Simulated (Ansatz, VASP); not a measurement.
CO2 in VASP and in Ansatz

```
CELL_PARAMETERS angstrom
4.22721 0.00000 0.00000
0.00000 4.22721 0.00000
0.00000 0.00000 4.68777
ATOMIC_POSITIONS crystal
O 0.80483 0.80483 0.00000
O 0.19517 0.19517 0.00000
O 0.69517 0.30483 0.50000
O 0.30483 0.69517 0.50000
C 0.00000 0.00000 0.00000
C 0.50000 0.50000 0.50000
```

The cell comes from a database or a generator and needn't be the stable form of this composition.

Alike in both runs: task single point; functional PBE; k mesh 6 × 6 × 6; occupations fermi-dirac, width 0.05 eV; no spin polarisation.

|  | VASP | Ansatz |
| --- | --- | --- |
| version | VASP 6.6.1 | Ansatz 0.2.0 |
| potentials or method | VASP PAW PBE potentials, release 64 (O, C) | Ansatz PAW |
| plane-wave cutoff (eV) | 520 | 420 |
| valence electrons in the cell | 32 | 32 |

|  | VASP | Ansatz | Ansatz less VASP |
| --- | --- | --- | --- |
| gap on the k mesh at the Fermi level (eV) | 6.57 | 6.59 | +0.022 |
| least direct gap on the mesh (eV) | 7.04 | 7.06 | +0.023 |
| pressure (GPa) | 4.1 | 2.5 | -1.60 |
| largest component of the traceless stress (GPa) | 2.35 | 0.45 | -1.908 |
| rms of the force components (eV/Å) | 0.368 | 0.065 | -0.3028 |

Atom by atom the forces differ by 0.303 eV/Å (rms over components).

Caveats: the standard files for N, O and F lose accuracy on very short bonds (VASP); the pressure holds a Pulay correction of +0.8 GPa for the finite cutoff (Ansatz). A k mesh can miss the band edges.
